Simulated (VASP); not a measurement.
# Sb (I4/mmm) in VASP: settings compared

The runs below take Sb through relaxation of cell and atoms, relaxation of the atoms, with r2SCAN, rSCAN, r2SCAN+D4, r2SCAN50.

Everything below comes from runs of VASP 6.6.1. Logs are shortened: lines on timing, memory, paths and dates and some standing lists are left out, and cuts for length are marked.

### 1 The crystal as given

The structure is tetragonal, space group I4/mmm (No. 139). Conventional cell: a = 3.153 Å, b = 3.153 Å, c = 5.424 Å, α = 90.00°, β = 90.00°, γ = 90.00°. Around Sb (site symmetry 4/mmm) lie 12 Sb at 3.15 to 3.51 Å.

This isn't the form of Sb at room conditions, which is rhombohedral.

### 2 Relaxation of cell and atoms, r2SCAN

The input, INCAR:

```
ALGO     = Normal         # electronic algorithm
EDIFF    = 1E-6           # SCF threshold, eV
EDIFFG   = -0.02          # ionic threshold
ENCUT    = 600            # plane-wave cutoff, eV
IBRION   = 2              # ionic algorithm
ISIF     = 3              # what is computed and relaxed
ISMEAR   = 0              # smearing method
LASPH    = T              # aspherical terms in the spheres
LCHARG   = F              # write CHGCAR
LMIXTAU  = T            
LREAL    = F              # projectors in reciprocal space
LWAVE    = F              # write WAVECAR
METAGGA  = R2SCAN         # meta-GGA
NELM     = 60             # most SCF steps
NSW      = 60             # ionic steps
PREC     = Accurate       # precision mode
SIGMA    = 0.05           # smearing width, eV
```

The input, KPOINTS:

```
k-points
0
Gamma
  12 12 12
```

The input, POSCAR:

```
Sb
1.0
   -1.5765401831      1.5765401831      2.7119384313
    1.5765401831     -1.5765401831      2.7119384313
    1.5765401831      1.5765401831     -2.7119384313
Sb
1
Direct
    0.0000000000      0.0000000000      0.0000000000
```

Potentials or basis: VASP PAW PBE potentials, release 64 (Sb).

Command:

```
$ cat potpaw_PBE.64/Sb/POTCAR > POTCAR
$ mpirun -np 1 vasp_std > vasp.out
```

OUTCAR:

```text
EDIFF = 1E-6
   EDIFFG = -0.02
   ENCUT = 600
   IBRION = 2
   ISIF = 3
   ISMEAR = 0
   LASPH = T
   LREAL = F
   METAGGA = R2SCAN
   NELM = 60
   NSW = 60
   PREC = Accurate

 ion  position               nearest neighbor table
   1  0.000  0.000  0.000-

  LATTYP: Found a body centered tetragonal cell.
 ALAT       =     3.1530803662
 C/A-ratio  =     1.7201835135

  Lattice vectors:

 A1 = (  -1.5765401831,   1.5765401831,   2.7119384313)
 A2 = (   1.5765401831,  -1.5765401831,   2.7119384313)
 A3 = (   1.5765401831,   1.5765401831,  -2.7119384313)

Analysis of symmetry for initial positions (statically):
=====================================================================
 Subroutine PRICEL returns:
 Original cell was already a primitive cell.

 Routine SETGRP: Setting up the symmetry group for a
 body centered tetragonal supercell.

 Subroutine GETGRP returns: Found 16 space group operations
 (whereof 16 operations were pure point group operations)
 out of a pool of 16 trial point group operations.

The static configuration has the point symmetry D_4h.

Analysis of symmetry for dynamics (positions and initial velocities):
=====================================================================
 Subroutine PRICEL returns:
 Original cell was already a primitive cell.

 Routine SETGRP: Setting up the symmetry group for a
 body centered tetragonal supercell.

 Subroutine GETGRP returns: Found 16 space group operations
 (whereof 16 operations were pure point group operations)
 out of a pool of 16 trial point group operations.

The dynamic configuration has the point symmetry D_4h.

 Subroutine INISYM returns: Found 16 space group operations
 (whereof 16 operations are pure point group operations),
 and found     1 'primitive' translations

----------------------------------------------------------------------------------------

                                     Primitive cell

  volume of cell :      26.9619

  direct lattice vectors                    reciprocal lattice vectors
    -1.576540183  1.576540183  2.711938431     0.000000000  0.317150178  0.184369967
     1.576540183 -1.576540183  2.711938431     0.317150178  0.000000000  0.184369967
     1.576540183  1.576540183 -2.711938431     0.317150178  0.317150178  0.000000000

  length of vectors
     3.510778824  3.510778824  3.510778824     0.366846726  0.366846726  0.448518083

  position of ions in fractional coordinates (direct lattice)
     0.000000000  0.000000000  0.000000000

  ion indices of the primitive-cell ions
   primitive index   ion index
                 1           1

----------------------------------------------------------------------------------------

 KPOINTS: k-points

Automatic generation of k-mesh.
 Grid dimensions read from file:
 generate k-points for:   12   12   12

 Generating k-lattice:

  Cartesian coordinates                     Fractional coordinates (reciprocal lattice)
     0.000000000  0.026429182  0.015364164     0.083333333 -0.000000000  0.000000000
     0.026429182  0.000000000  0.015364164    -0.000000000  0.083333333  0.000000000
     0.026429182  0.026429182  0.000000000     0.000000000  0.000000000  0.083333333

  Length of vectors
     0.030570561  0.030570561  0.037376507

  Shift w.r.t. Gamma in fractional coordinates (k-lattice)
     0.000000000  0.000000000  0.000000000

 Subroutine IBZKPT returns following result:
 ===========================================

 Found    163 irreducible k-points:

 Following reciprocal coordinates:
            Coordinates               Weight
  0.000000  0.000000  0.000000      1.000000
  0.083333  0.000000 -0.000000      8.000000
  0.166667  0.000000 -0.000000      8.000000
  0.250000 -0.000000  0.000000      8.000000
  0.333333  0.000000 -0.000000      8.000000
  0.416667  0.000000 -0.000000      8.000000
[... 16 lines left out ...]
  0.500000  0.166667  0.000000     16.000000
 -0.416667  0.166667  0.000000     16.000000
 [... further k-points ...]
   k-points           NKPTS =    163   k-points in BZ     NKDIM =    163   number of bands    NBANDS=      6
   number of dos      NEDOS =    301   number of ions     NIONS =      1
   total plane-waves  NPLWV =  21952
   dimension x,y,z NGX =    28 NGY =   28 NGZ =   28
   dimension x,y,z NGXF=    56 NGYF=   56 NGZF=   56
   ions per type =               1
   NGX,Y,Z   is equivalent  to a cutoff of  13.26, 13.26, 13.26 a.u.
   NGXF,Y,Z  is equivalent  to a cutoff of  26.52, 26.52, 26.52 a.u.
 SYSTEM =  unknown system
   PREC   = accura    normal or accurate (medium, high low for compatibility)
   ISTART =      0    job   : 0-new  1-cont  2-samecut
   ICHARG =      2    charge: 1-file 2-atom 10-const
   ISPIN  =      1    spin polarized calculation?
   LNONCOLLINEAR =      F non collinear calculations
   LSORBIT =      F    spin-orbit coupling
   LASPH  =      T    aspherical Exc in radial PAW
   ENCUT  =  600.0 eV  44.10 Ry    6.64 a.u.   7.01  7.01  7.01*2*pi/ulx,y,z
   NELM   =     60;   NELMIN=  2; NELMDL= -5     # of ELM steps
   EDIFF  = 0.1E-05   stopping-criterion for ELM
   LREAL  =      F    real-space projection
   EDIFFG = -.2E-01   stopping-criterion for IOM
   NSW    =     60    number of steps for IOM
   IBRION =      2    ionic relax: 0-MD 1-quasi-New 2-CG
   NFREE  =      1    steps in history (QN), initial steepest desc. (CG)
   ISIF   =      3    stress and relaxation
   ISYM   =      2    0-nonsym 1-usesym 2-fastsym
   POTIM  = 0.5000    time-step for ionic-motion
   TEBEG  =    0.0;   TEEND  =   0.0 temperature during run
   PSTRESS=    0.0 pullay stress
   NELECT =       5.0000    total number of electrons
   NUPDOWN=      -1.0000    fix difference up-down
   EMIN   =  10.00;   EMAX   =-10.00  energy-range for DOS
   EFERMI =   0.00;   METHOD = LEGACY
   ISMEAR =     0;   SIGMA  =   0.05  broadening in eV -4-tet -1-fermi 0-gaus
   EFERMI_NEDOS =   21; number of points for ismear=-14 and -15
   IALGO  =     38    algorithm
   IMIX   =      4    mixing-type and parameters
     AMIX     =   0.40;   BMIX     =  1.00
     AMIX_MAG =   1.60;   BMIX_MAG =  1.00
  volume/ion in A,a.u.               =      26.96       181.95
  Fermi-wavevector in a.u.,A,eV,Ry     =   0.933573  1.764197 11.858269  0.871558
  Thomas-Fermi vector in A             =   2.060288
   LORBIT       =      0    0 simple, 1 ext, 2 COOP (PROOUT), +10 PAW based schemes
   METAGGA = R2SCAN    functional components
   LHFCALC =     F    Hartree Fock is set to
   AEXX    =    0.0000 exact exchange contribution
   IVDW    =     0    specifies the selected vdW correction
   LEPSILON=     F    determine dielectric tensor
   LRPA    =     F    only Hartree local field effects (RPA)
 conjugate gradient relaxation of ions
 non-spin polarized calculation
 Gauss-broadening in eV      SIGMA  =   0.05
  energy-cutoff  :      600.00
  volume of cell :       26.96
 maximum number of plane-waves:       922
   NGX = 15   NGY = 15   NGZ = 15

--------------------------------------- Ionic step        1  -------------------------------------------

 number of electron       5.0000000 magnetization

 Free energy of the ion-electron system (eV)
  ---------------------------------------------------
  ext. energy  EPLUGINS =         0.00000000
  ---------------------------------------------------
  free energy    TOTEN  =       -25.26906379 eV

  energy without entropy =      -25.26814684  energy(sigma->0) =      -25.26860531

------------------------ aborting loop because EDIFF is reached ----------------------------------------

  FORCE on cell =-STRESS in cart. coord.  units (eV):
  Direction    XX          YY          ZZ          XY          YZ          ZX
  --------------------------------------------------------------------------------------
  -------------------------------------------------------------------------------------
  Total        0.1311357      0.1311357      0.2926614      0.0000000     -0.0000000      0.0000000
  in kB        7.7925866      7.7925866     17.3910602      0.0000000     -0.0000000      0.0000000
  external PRESSURE =      10.9920778 kB  Pullay stress =       0.0000000 kB
[... 86 lines left out ...]
  FREE ENERGIE OF THE ION-ELECTRON SYSTEM (eV)
  ---------------------------------------------------
  free  energy   TOTEN  =       -25.2714651217 eV

  energy  without entropy=      -25.2702376753  energy(sigma->0) =      -25.27085140

[... ionic steps 4 to 9 ...]

--------------------------------------- Ionic step       10  -------------------------------------------

 number of electron       5.0000000 magnetization

------------------------ aborting loop because EDIFF is reached ----------------------------------------

  FORCE on cell =-STRESS in cart. coord.  units (eV):
  Direction    XX          YY          ZZ          XY          YZ          ZX
  --------------------------------------------------------------------------------------
  -------------------------------------------------------------------------------------
  Total        0.0037291      0.0037291     -0.0385008      0.0000000     -0.0000000     -0.0000000
  in kB        0.2151816      0.2151816     -2.2216508      0.0000000     -0.0000000     -0.0000000
  external PRESSURE =      -0.5970959 kB  Pullay stress =       0.0000000 kB
[... 55 lines left out ...]
  energy  without entropy=      -25.2796936901  energy(sigma->0) =      -25.27986848

--------------------------------------- Ionic step       12  -------------------------------------------

 number of electron       5.0000000 magnetization

 Free energy of the ion-electron system (eV)
  ---------------------------------------------------
  ext. energy  EPLUGINS =         0.00000000
  ---------------------------------------------------
  free energy    TOTEN  =       -25.28009108 eV

  energy without entropy =      -25.27978255  energy(sigma->0) =      -25.27993682

 E-fermi :   8.1528     XC(G=0): -10.6294

 val. band max:        8.1115538000   @ k =  -0.3333  -0.3333   0.1667
 cond. band min:       8.1554052806   @ k =  -0.3333  -0.3333   0.0833
 fundamental gap:      0.0438514806
 Fermi energy:         8.1527629485

 k-point     1 :       0.0000    0.0000    0.0000
  band No.  band energies     occupation
      1      -5.2853      2.00000
      2      12.1840      0.00000
      3      13.7303      0.00000
      4      13.7303      0.00000
      5      17.6320      0.00000
      6      18.0745      0.00000

 k-point     2 :       0.0833    0.0000   -0.0000
  band No.  band energies     occupation
      1      -5.1405      2.00000
      2      11.7291      0.00000
      3      12.6071      0.00000
      4      13.7322      0.00000
      5      17.6464      0.00000
      6      18.0527      0.00000
[... 190 lines left out ...]
 k-point    24 :      -0.4167    0.1667    0.0000
  band No.  band energies     occupation
      1      -1.9097      2.00000
      2       4.3110      2.00000
      3       9.1989      0.00000
      4      11.2581      0.00000
      5      15.0540      0.00000
      6      16.6210      0.00000

 [... further k-points ...]

------------------------ aborting loop because EDIFF is reached ----------------------------------------

  FORCE on cell =-STRESS in cart. coord.  units (eV):
  Direction    XX          YY          ZZ          XY          YZ          ZX
  --------------------------------------------------------------------------------------
  -------------------------------------------------------------------------------------
  Total        0.0048220      0.0048220     -0.0017550      0.0000000      0.0000000      0.0000000
  in kB        0.2786564      0.2786564     -0.1014179      0.0000000      0.0000000      0.0000000
  external PRESSURE =       0.1519650 kB  Pullay stress =       0.0000000 kB
[... 16 lines left out ...]
  FREE ENERGIE OF THE ION-ELECTRON SYSTEM (eV)
  ---------------------------------------------------
  free  energy   TOTEN  =       -25.2800910827 eV

  energy  without entropy=      -25.2797825532  energy(sigma->0) =      -25.27993682

 reached required accuracy - stopping structural energy minimisation
```

Run time: 10 min. Hardware: 1 thread of Intel Xeon Platinum 8488C (Sapphire Rapids), shared host; peak memory 0.19 GiB.

Results:

```yaml
Free_energy: -25.2801 eV
Relaxed_volume: 27.73 Å³/atom
Relaxed_cell: a = 3.594 Å, b = 3.594 Å, c = 3.594 Å, α = 128.41°, β = 128.41°, γ = 75.97°
Space_group_after_relaxing_to_0.05_Å: I4/mmm (No. 139)
Energy_gained_by_relaxing: 11.0 meV/atom
Ionic_steps: 12
Pressure_after_relaxing: 0.0 GPa
Band_gap_on_the_k_mesh: none (metal or under the smearing width)
```

The path:
```tsv
step	energy change (eV)	largest force (eV/Å)	pressure (GPa)	volume (Å³)
1	0.0000	0.0000	1.10	26.96
2	-0.0023	0.0000	-0.47	27.69
3	-0.0024	0.0000	-0.33	27.61
4	-0.0067	0.0000	-0.43	27.76
5	-0.0101	0.0000	-0.55	27.92
6	-0.0090	0.0000	-0.67	28.21
7	-0.0099	0.0000	-0.65	28.09
8	-0.0105	0.0000	-0.61	28.00
9	-0.0102	0.0000	0.67	27.48
10	-0.0110	0.0000	-0.06	27.77
11	-0.0110	0.0000	-0.03	27.76
12	-0.0110	0.0000	0.02	27.73
```

Final structure:
```
Sb
1.0
    -1.56418    1.56418    2.83295
     1.56418   -1.56418    2.83295
     1.56418    1.56418   -2.83295
Sb
1
Direct
  0.00000 0.00000 0.00000
```

Levels at points of the mesh, in eV from the Fermi level:
```tsv
k point	band 1	band 2	band 3	band 4	band 5	band 6
(0.00, 0.00, 0.00)	-13.44	4.03	5.58	5.58	9.48	9.92
(0.50, 0.00, 0.00)	-9.48	-6.00	1.22	5.92	5.97	10.99
(0.50, 0.50, 0.00)	-6.63	-4.50	-1.53	0.72	3.74	4.65
(0.50, 0.50, 0.50)	-10.12	-5.97	2.62	2.62	6.43	7.18
```

Caveat: the PAW data sets were made with another functional, which shifts forces and pressure a little. Spin-orbit coupling is left out, which matters for the levels of Sb.

### 3 Relaxation of cell and atoms, rSCAN

The input, INCAR:

```
  ALGO = Normal
  EDIFF = 1E-6
  EDIFFG = -0.005
  ENCUT = 600
  IBRION = 2
  ISIF = 3
  ISMEAR = 0
  LASPH = T
  LCHARG = F
  LMIXTAU = T
  LREAL = F
  LWAVE = F
  METAGGA = RSCAN
  NELM = 60
  NSW = 40
  PREC = Accurate
  SIGMA = 0.05
```

KPOINTS is that of step 2.

POSCAR is that of step 2.

Potentials or basis: VASP PAW PBE potentials, release 64 (Sb).

Command:

```
$ cat potpaw_PBE.64/Sb/POTCAR > POTCAR
$ mpirun -np 1 vasp_std > vasp.out
```

It took 11 min on 1 thread of Intel Xeon Platinum 8488C (Sapphire Rapids), shared host; peak memory 0.2 GiB.

It converged, with:

```
Free energy                            : -44.7743 eV
Relaxed volume                         : 27.78 Å³/atom
Relaxed cell                           : a = 3.594 Å, b = 3.594 Å, c = 3.594 Å, α = 128.31°, β = 128.31°, γ = 76.12°
Space group after relaxing (to 0.05 Å) : I4/mmm (No. 139)
Energy gained by relaxing              : 10.0 meV/atom
Ionic steps                            : 14
Pressure after relaxing                : 0.0 GPa
Band gap on the k mesh                 : none (metal or under the smearing width)
```

Step by step:
```
step  energy change (eV)  largest force (eV/Å)  pressure (GPa)  volume (Å³)
   1              0.0000                0.0000            1.28        26.96
   2             -0.0021                0.0000           -0.61        27.81
   3             -0.0025                0.0000           -0.09        27.56
   4             -0.0036                0.0000           -0.09        27.59
   5             -0.0090                0.0000            0.11        27.66
   6             -0.0069                0.0000            0.54        27.77
   7             -0.0094                0.0000            0.28        27.72
   8             -0.0100                0.0000            0.18        27.69
   9             -0.0100                0.0000            0.18        27.70
  10             -0.0098                0.0000           -0.33        27.95
  11             -0.0100                0.0000            0.03        27.77
  12             -0.0100                0.0000            0.03        27.77
  13             -0.0100                0.0000           -0.01        27.78
  14             -0.0100                0.0000            0.00        27.78
```

Final structure:
```
Sb
1.0
    -1.56667    1.56667    2.82951
     1.56667   -1.56667    2.82951
     1.56667    1.56667   -2.82951
Sb
1
Direct
  0.00000 0.00000 0.00000
```

Levels at points of the mesh, in eV from the Fermi level:
```tsv
k point	band 1	band 2	band 3	band 4	band 5	band 6
(0.00, 0.00, 0.00)	-13.41	4.06	5.54	5.54	9.48	9.95
(0.50, 0.00, 0.00)	-9.48	-5.98	1.26	5.91	5.92	10.93
(0.50, 0.50, 0.00)	-6.67	-4.48	-1.49	0.71	3.72	4.65
(0.50, 0.50, 0.50)	-10.09	-5.94	2.58	2.58	6.41	7.10
```

Caveat: the PAW data sets were made with another functional, which shifts forces and pressure a little. The run has no spin-orbit coupling, so splittings on Sb are missing.

### 4 Relaxation of cell and atoms, r2SCAN+D4

The input, INCAR:

```
SYSTEM = Sb
ALGO = Normal
EDIFF = 1E-6
EDIFFG = -0.01
ENCUT = 600
IBRION = 2
ISIF = 3
ISMEAR = 0
IVDW = 13
LASPH = .TRUE.
LCHARG = .FALSE.
LMIXTAU = .TRUE.
LREAL = .FALSE.
LWAVE = .FALSE.
METAGGA = R2SCAN
NELM = 100
NSW = 60
PREC = Accurate
SIGMA = 0.05
VDW_A1 = 0.51559235
VDW_A2 = 5.77342911
VDW_S6 = 1.0
VDW_S8 = 0.6018749
```

The input, KPOINTS:

```
k-points
0
G
  12 12 12
  0 0 0
```

POSCAR is that of step 3.

Command:

```
$ cat potpaw_PBE.64/Sb/POTCAR > POTCAR
$ mpirun -np 1 vasp_std > vasp.out
```

Run time: 7.3 min. Hardware: 1 thread of Intel Xeon Platinum 8488C (Sapphire Rapids), shared host; peak memory 0.19 GiB.

Results (log left out):

```
Free energy                            : -25.4651 eV
Relaxed volume                         : 27.28 Å³/atom
Relaxed cell                           : a = 3.572 Å, b = 3.572 Å, c = 3.572 Å, α = 128.30°, β = 128.30°, γ = 76.13°
Space group after relaxing (to 0.05 Å) : I4/mmm (No. 139)
Energy gained by relaxing              : 7.6 meV/atom
Ionic steps                            : 9
Pressure after relaxing                : 0.0 GPa
Band gap on the k mesh                 : none (metal or under the smearing width)
Dispersion energy per atom             : -0.186 eV
```

Stress tensor (GPa, compression positive):
```
 0.05  0.00  0.00
 0.00  0.05  0.00
 0.00  0.00 -0.03
```

Step by step:
| step | energy change (eV) | largest force (eV/Å) | pressure (GPa) | volume (Å³) |
| --- | --- | --- | --- | --- |
| 1 | 0.0000 | 0.0000 | 0.06 | 26.96 |
| 2 | -0.0010 | 0.0000 | 0.04 | 27.00 |
| 3 | -0.0059 | 0.0000 | 0.20 | 27.11 |
| 4 | -0.0047 | 0.0000 | 0.44 | 27.30 |
| 5 | -0.0069 | 0.0000 | 0.30 | 27.23 |
| 6 | -0.0075 | 0.0000 | 0.23 | 27.17 |
| 7 | -0.0075 | 0.0000 | 0.24 | 27.18 |
| 8 | -0.0071 | 0.0000 | -0.56 | 27.54 |
| 9 | -0.0076 | 0.0000 | 0.02 | 27.28 |

Final structure:
```
CELL_PARAMETERS angstrom
-1.55723 1.55723 2.81193
1.55723 -1.55723 2.81193
1.55723 1.55723 -2.81193
ATOMIC_POSITIONS crystal
Sb 0.00000 0.00000 0.00000
```

Levels at points of the mesh, in eV from the Fermi level:
```tsv
k point	band 1	band 2	band 3	band 4	band 5	band 6
(0.00, 0.00, 0.00)	-13.56	4.19	5.70	5.70	9.55	10.06
(0.50, 0.00, 0.00)	-9.50	-6.09	1.29	5.99	6.08	11.08
(0.50, 0.50, 0.00)	-6.59	-4.58	-1.52	0.73	3.75	4.64
(0.50, 0.50, 0.50)	-10.13	-6.07	2.64	2.64	6.43	7.22
```

Caveat: the PAW data sets were made with another functional, which shifts forces and pressure a little; pairwise dispersion overbinds metals, which lowers pressure and volume. The run has no spin-orbit coupling, so splittings on Sb are missing.

(Part 1 of 3 ends here.)
